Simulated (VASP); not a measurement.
A run of VASP 6.6.1 is set up as follows.

The input INCAR:

```
SYSTEM = CoO
  ALGO = Normal
  EDIFF = 1E-8
  ENCUT = 520
  GGA = PS
  ISIF = 2
  ISMEAR = 0
  ISPIN = 2
  LASPH = .True.
  LCHARG = .False.
  LEFG = .True.
  LMAXMIX = 4
  LORBIT = 11
  LREAL = .False.
  LWAVE = .False.
  MAGMOM = 2 0
  NELM = 120
  PREC = Accurate
  SIGMA = 0.02
```

Contents of KPOINTS:

```
k-points
0
Gamma
  11 11 10
  0 0 0
```

The input POSCAR:

```
CoO
1.0
    2.8284500000      0.0000000000      0.0000000000
   -1.4142300000      2.4495100000      0.0000000000
    0.0000000000      0.0000000000      2.7217200000
Co O
1 1
Direct
    0.0000000000      0.0000000000      0.5000000000
    0.6666700000      0.3333300000      0.0000000000
```

Potentials or basis: VASP PAW PBE potentials, release 64 (Co, O).

Command:

```console
$ cat potpaw_PBE.64/Co/POTCAR potpaw_PBE.64/O/POTCAR > POTCAR
$ mpirun -np 1 vasp_std > vasp.out
```

Problem. Estimate the pressure.

Solution. -10.6 GPa.

Problem. Estimate the site moments.

Solution. Co +2.53; O +0.42 μB.

Problem. Estimate the band gap on the k mesh.

Solution. None (metal or under the smearing width).

Stress tensor (GPa, compression positive):
```
-10.06   0.00   0.00
  0.00 -10.06   0.00
  0.00   0.00 -11.61
```

Caveat: the PAW data sets were made with another functional, which shifts forces and pressure a little; a cell with one magnetic atom can't hold antiferromagnetic order, which such compounds often take; semilocal functionals often make such compounds metallic where correlation or magnetic order opens a gap, which also shifts bond lengths. With open d or f shells a metallic result of PBEsol can be an artefact of self-interaction; +U or a hybrid may open a gap.
